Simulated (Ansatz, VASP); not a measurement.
**Two plane-wave programs on Ag**

```
Ag
1.0
     2.75145    0.00000    0.00000
     0.00000    2.75145    0.00000
     0.00000    0.00000    2.75145
Ag
1
Cartesian
  0.0000 0.0000 0.0000
```

Alike in both runs: task electric field gradients; functional PBE; k mesh 12 × 12 × 12; occupations fermi-dirac, width 0.05 eV; no spin polarisation.

```csv
,VASP,Ansatz
version,VASP 6.6.1,Ansatz 0.2.0
potentials or method,"VASP PAW PBE potentials, release 64 (Ag)","PAW with Ansatz's default frozen-core files, scalar-relativistic"
plane-wave cutoff (eV),520,420
valence electrons in the cell,11,19
```

```csv
,VASP,Ansatz,Ansatz less VASP
pressure (GPa),-0.1,0.0,+0.09
Vzz of the field gradient on the site that differs most (V/Å²),0.0,0.0,0.00
```

The two sets of potentials don't hold the same shells in valence. Ansatz warned: «gradients_without_spin_orbit».
